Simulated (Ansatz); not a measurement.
Reaction (formal exchange of groups at a C–Si bond): `CO[SiH](C)Cl` + `CCCCO` → `CCCCCO` + `CO[SiH2]Cl`

Isolated molecules relaxed with PBE0-D4/def2-TZVP in Ansatz; ΔE leaves out vibrations. CCSD(T)/CBS is the MP2 limit (def2-TZVPP, def2-QZVPP) plus CCSD(T) − MP2 in def2-TZVPP, frozen cores. Functionals use def2-TZVPP. B3LYP here is the variant with VWN-RPA as its local correlation; programs differ in this. One conformer a species, not always the lowest.

`CO[SiH](C)Cl`:

Z-matrix (Å, degrees):
```
C
O 1 1.410
H 1 1.091 2 108.0
H 1 1.095 2 111.2 3 119.2
H 1 1.096 2 111.5 3 -119.1
Si 2 1.630 1 125.4 3 -178.9
Cl 6 2.067 2 109.4 1 58.8
C 6 1.853 2 113.1 1 -61.0
H 6 1.477 2 105.7 1 174.6
H 8 1.092 6 111.2 2 62.2
H 8 1.092 6 110.2 2 -178.2
H 8 1.093 6 110.4 2 -58.4
```

`CCCCO`:

```xyz
15

C    -0.828   -1.971    0.225
C     0.022   -0.774    0.613
C    -0.015    0.339   -0.422
C     0.824    1.538   -0.028
O     0.841    2.553   -1.009
H    -1.877   -1.686    0.104
H    -0.783   -2.758    0.981
H    -0.493   -2.400   -0.723
H    -0.314   -0.383    1.580
H     1.060   -1.093    0.760
H    -1.055    0.661   -0.572
H     0.337   -0.034   -1.390
H     1.867    1.237    0.104
H     0.479    1.932    0.940
H    -0.063    2.838   -1.161
```

`CCCCCO`:

```xyz
18

C     0.522   -0.222    2.341
C    -0.307   -0.984    1.321
C     0.093   -0.726   -0.125
C    -0.115    0.709   -0.583
C     0.154    0.911   -2.062
O    -0.695    0.147   -2.896
H     0.235   -0.485    3.362
H     1.587   -0.449    2.228
H     0.403    0.859    2.238
H    -0.225   -2.058    1.522
H    -1.367   -0.734    1.450
H    -0.476   -1.387   -0.785
H     1.149   -0.993   -0.263
H    -1.146    1.021   -0.361
H     0.533    1.392   -0.024
H     0.085    1.979   -2.313
H     1.170    0.587   -2.305
H    -1.599    0.433   -2.744
```

`CO[SiH2]Cl`:

Cartesian coordinates in Å:
```
C 0.926 -0.854 -0.569
O -0.253 -0.101 -0.764
Si -0.902 0.892 0.348
Cl -1.468 -0.151 2.029
H 1.209 -1.292 -1.527
H 0.760 -1.659 0.153
H 1.750 -0.225 -0.213
H -2.103 1.488 -0.264
H 0.082 1.901 0.806
```

```csv
level,ΔE (kJ/mol),difference from CCSD(T)/CBS
r2SCAN-D4,59.0,4.6
B3LYP-D4,55.8,1.4
r2SCANh-D4,58.9,4.5
r2SCAN0-D4,58.4,4.0
ωB97X-V,53.6,-0.8
B2PLYP,55.0,0.6
r2SCAN0,58.5,4.1
HF/def2-QZVPP,52.0,-2.4
MP2/def2-QZVPP,55.3,0.9
SCS-MP2/def2-QZVPP,52.5,-1.9
CCSD(T)/CBS,54.4,0
```

Largest T1 diagnostic among the species: 0.010.

Leaving LDA and LC-ωPBE aside and taking each functional with its dispersion term where it has one, the values spread over 5.5 kJ/mol, from ωB97X-V to r2SCAN-D4. LDA lies −3.1 kJ/mol from PBE without D4. At CCSD(T), def2-SVP lies −14.9 kJ/mol from the extrapolated value and def2-TZVPP −1.9 kJ/mol.

CCSD(T)/CBS has its own doubt, a few kJ/mol and more with outer-core shells, so smaller differences from it don't rank the levels.
